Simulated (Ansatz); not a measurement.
**Loss of HBr: C4H9Br → C4H8 + HBr**

Species: C4H9Br `CCCCBr`, singlet; C4H8 `C=CCC`, singlet; HBr (hydrogen bromide), singlet. 

Shapes, held fixed at every level: PBE0-D4/def2-TZVP. Flexible molecules stand in one conformer, not always the lowest. Programs: Ansatz 0.2.0. The zero-point and thermal change to 298 K, harmonic and unscaled (PBE0-D4/def2-TZVP), is -17.7 kJ/mol.

**The experiment to reproduce.** Tabulated heats of formation (Active Thermochemical Tables, CRC Handbook of Chemistry and Physics): C4H9Br -107.1 (CRC); C4H8 0.0 (ATcT); HBr -35.9 (ATcT) kJ/mol, which give ΔH(298 K) = +71.2 kJ/mol.

| level | kind | ΔH (kJ/mol) | computed − measured |
| --- | --- | --- | --- |
| PBE-D4/def2-TZVPP | GGA | +77.7 | +6.5 |
| r2SCAN-D4/def2-TZVPP | meta-GGA | +78.2 | +7.0 |
| B3LYP-D4/def2-TZVPP | global hybrid | +65.0 | -6.2 |
| wB97X-V/def2-TZVPP | range-separated hybrid | +83.3 | +12.1 |
| B2PLYP/def2-TZVPP | double hybrid | +63.2 | -8.1 |
| CCSD(T)/def2-SVP | coupled cluster or CI | +62.9 | -8.4 |
| CCSD/def2-SVP | coupled cluster or CI | +62.5 | -8.7 |
| CCSD(T)/def2-TZVPP | coupled cluster or CI | +71.4 | +0.2 |

Nearest: CCSD(T)/def2-TZVPP (+0.2); farthest: wB97X-V/def2-TZVPP (+12.1). 7 of 8 levels lie within 10 kJ/mol. The heats of C4H9Br come from older tables and can be uncertain by 10 kJ/mol or more. Relativity is left out for Br unless named. Correlated rows may include outer-core shells of Br, which these sets cover unevenly.
